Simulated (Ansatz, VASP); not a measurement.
HfN in VASP and in Ansatz

```
Hf N
1.0
     0.00000    2.45482    2.45482
     2.45482    0.00000    2.45482
     2.45482    2.45482    0.00000
Hf N
1 1
Cartesian
  0.0000 0.0000 0.0000
  3.6822 3.6822 3.6822
```

The cell comes from a database or a generator and needn't be the stable form of this composition.

Alike in both runs: task single point; functional PBEsol; k mesh 4 × 4 × 4; occupations methfessel-paxton of order 1, width 0.15 eV; no spin polarisation.

```csv
,VASP,Ansatz
version,VASP 6.6.1,Ansatz 0.2.0
potentials or method,"VASP PAW PBE potentials, release 64 (Hf_pv, N)","plane waves, PAW"
plane-wave cutoff (eV),520,490
valence electrons in the cell,15,31
```

|  | VASP | Ansatz | Ansatz less VASP |
| --- | --- | --- | --- |
| pressure (GPa) | -5.1 | -4.1 | +0.94 |

With one functional, cell and mesh, what is left measures potentials, basis and numerics. The two sets of potentials don't hold the same shells in valence.

Caveats: the k mesh is coarse (spacing up to 0.55 Å⁻¹), so the values aren't converged; the PAW data sets were made with another functional, which shifts forces and pressure a little (VASP). The runs have no spin-orbit coupling, so splittings on Hf are missing.
